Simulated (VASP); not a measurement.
Wanted: the native input for a VASP 6.6.1 run.

```yaml
Task: relaxation of the atoms
Functional: PBE
Potentials_or_basis: VASP PAW PBE potentials, release 64 (Cu, I)
Cutoff: 600 eV
k_mesh: 8 × 8 × 8
Occupations: gaussian, width 0.03 eV
Spin: no spin polarisation
Further_INCAR_settings: ALGO = Fast; EDIFF = 1e-07; IBRION = 2; EDIFFG = -0.01; NSW = 40
```

The structure of CuI (Marshite) lies in POSCAR:

```
CuI                                     
1.0
    0.0000000000      3.0398286185      3.0398286185
    3.0398286185      0.0000000000      3.0398286185
    3.0398286185      3.0398286185      0.0000000000
  Cu              I             
     1     1
Direct
     0.2500000000000000    0.2500000000000000    0.2500000000000000
     0.0000000000000000    0.0000000000000000    0.0000000000000000
```

One way to write it, as run:

INCAR

```
SYSTEM = CuI
PREC = Accurate
ENCUT = 600
EDIFF = 1E-7
ISMEAR = 0
SIGMA = 0.03
LREAL = .FALSE.
LASPH = .TRUE.
NELM = 80
ALGO = Fast
ISIF = 2
LWAVE = .FALSE.
LCHARG = .FALSE.
GGA = PE
IBRION = 2
NSW = 40
EDIFFG = -0.01
```

KPOINTS

```
Automatic mesh
0
G
  8 8 8
  0 0 0
```

Potentials or basis: VASP PAW PBE potentials, release 64 (Cu, I).

The run is started by

```console
$ cat potpaw_PBE.64/Cu/POTCAR potpaw_PBE.64/I/POTCAR > POTCAR
$ mpirun -np 1 vasp_std > vasp.out
```

Results of the run:

The pressure after relaxing is 0.0 GPa and the band gap on the k mesh is 1.12 eV, direct.

Caveat: the relaxation stopped at its first step, so nothing moved; spin-orbit coupling is left out, which moves the levels of the heavy elements.

Wall time 13 s on 1 thread of Intel(R) Xeon(R) 6975P-C (Granite Rapids), on a shared host, peak memory 0.21 GiB.
